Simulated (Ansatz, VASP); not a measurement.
# BN (Qingsongite): VASP beside Ansatz

POSCAR

```
BN
1.0
    0.0000000000      1.8048245576      1.8048245576
    1.8048245576      0.0000000000      1.8048245576
    1.8048245576      1.8048245576      0.0000000000
B N
1 1
Direct
    0.0000000000      0.0000000000      0.0000000000
    0.2500000000      0.2500000000      0.2500000000
```

File INCAR.step1:

```
  ALGO = Normal
  EDIFF = 1E-4
  ENCUT = 520
  GGA = PE
  ISMEAR = 0
  LASPH = True
  LCHARG = False
  LREAL = False
  LWAVE = True
  NBANDS = 11
  NELM = 60
  PREC = Accurate
  SIGMA = 0.01
```

File INCAR.step2:

```
  ALGO = Normal
  EDIFF = 1E-6
  ENCUT = 520
  ISIF = 2
  ISMEAR = 0
  ISTART = 1
  LASPH = True
  LCHARG = False
  LMIXTAU = True
  LREAL = False
  LWAVE = False
  METAGGA = R2SCAN
  NBANDS = 11
  NELM = 60
  PREC = Accurate
  SIGMA = 0.01
```

KPOINTS

```
k-points
0
Gamma
  12 12 12
```

Input for Ansatz:

```yaml
crystal:
  lattice:
    - [0.0, 1.8048245576, 1.8048245576]
    - [1.8048245576, 0.0, 1.8048245576]
    - [1.8048245576, 1.8048245576, 0.0]
  atoms:
    - { symbol: B, position: [0.0, 0.0, 0.0] }
    - { symbol: "N", position: [0.25, 0.25, 0.25] }
kpoints:
  mp_grid: { grid: [12, 12, 12] }
  band_path:
    path:
      - [0.0, 0.0, 0.0]
      - [-0.5, -0.5, 0.0]
      - [-0.375, -0.375, 0.25]
      - [-0.375, 0.0, 0.375]
      - [0.0, 0.0, 0.5]
      - [-0.5, -0.25, 0.25]
      - [0.0, 0.5, 0.5]
    npoints: 1
hamiltonian:
  xc: r2scan
scf:
  occupations: { method: fixed }
  n_extra_bands: 4
output:
  forces: true
  stress: true
  eigenvalues: true
```

Alike in both runs: task single point; functional r2SCAN; k mesh 12 × 12 × 12; no spin polarisation.

|  | VASP | Ansatz |
| --- | --- | --- |
| version | VASP 6.6.1 | Ansatz 0.2.0 |
| potentials or method | VASP PAW PBE potentials, release 64 (B, N) | plane waves, PAW |
| plane-wave cutoff (eV) | 520 | 500 |
| occupations | gaussian, width 0.01 eV | fixed |
| valence electrons in the cell | 8 | 8 |

|  | VASP | Ansatz | Ansatz less VASP |
| --- | --- | --- | --- |
| gap on the k mesh at the Fermi level (eV) | 4.98 | 5.00 | +0.021 |
| pressure (GPa) | 1.1 | 0.0 | -1.12 |

Caveats: the PAW data sets were made with another functional, which shifts forces and pressure a little (VASP). A k mesh can miss the band edges. r2SCAN opens gaps a little over a GGA but as a rule still falls short of measured ones.
